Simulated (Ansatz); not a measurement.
# Sn: the cost of one run

Method: DFT PBE+D3(BJ), scalar-relativistic, plane waves, PAW, in Ansatz 0.2.0.

5 further runs of the same task are left out: 4 that didn't finish, 1 set aside as unsound or not needed.

## Step 1: Starting point

It takes space group I4/mmm (No. 139, tetragonal). Conventional cell: a = 3.509 Å, b = 3.509 Å, c = 4.335 Å, α = 90.00°, β = 90.00°, γ = 90.00°. Sn (site symmetry 4/mmm) has 12 Sn at 3.29 to 3.51 Å as nearest neighbours.

Structure file:

```
CELL_PARAMETERS angstrom
-1.75441 1.75461 2.16749
1.75441 -1.75461 2.16749
1.75441 1.75461 -2.16749
ATOMIC_POSITIONS crystal
Sn 0.00000 0.00000 0.00000
```

It goes back to an entry of the Materials Project, which need not be the stable form.

It is the result of an earlier relaxation at this level (volume 26.69 Å³/atom; gap on the mesh: none (metal)).

## Step 2: Zero of energy

Reference values: F = -6024.5358 eV; pressure -0.02 GPa; largest force 0.000 eV/Å; gap on the mesh none (metal). It was computed beforehand with the settings of the runs below.

## Step 3: Setting up a strain scan

The cell is strained by ε times the Voigt pattern (0, 0, 1, 0, 0, 0) (xx, yy, zz, yz, xz, xy; engineering shear), with fractional coordinates fixed (clamped ions). The stress on the pattern is the sum of the stress components weighted by it, tension positive.

## Step 4: At ε = -0.0600

File input.yaml:

```yaml
crystal:
  lattice:
    - [-1.7544065426, 1.7546136963, 2.037441301]
    - [1.7544065426, -1.7546136963, 2.037441301]
    - [1.7544065426, 1.7546136963, -2.037441301]
  atoms:
    - { symbol: Sn, position: [0.0, 0.0, 0.0] }
basis:
  ecutwfc: 420
kpoints:
  mp_grid: { grid: [24, 24, 24] }
hamiltonian:
  xc: pbe
  dispersion: d3bj
scf:
  occupations: { method: gaussian, width: 0.15 }
output:
  forces: true
  stress: true
  eigenvalues: true
```

Launch:

```
> ansatz run input.yaml --threads 1 --pin off --max-ram 2560MiB --backend cpu --events-out ev --progress --plain --runs-dir out
```

What time and memory should one allow on 1 thread of Arm Neoverse V2, shared host?

About 22 s, with a peak of 0.78 GiB.
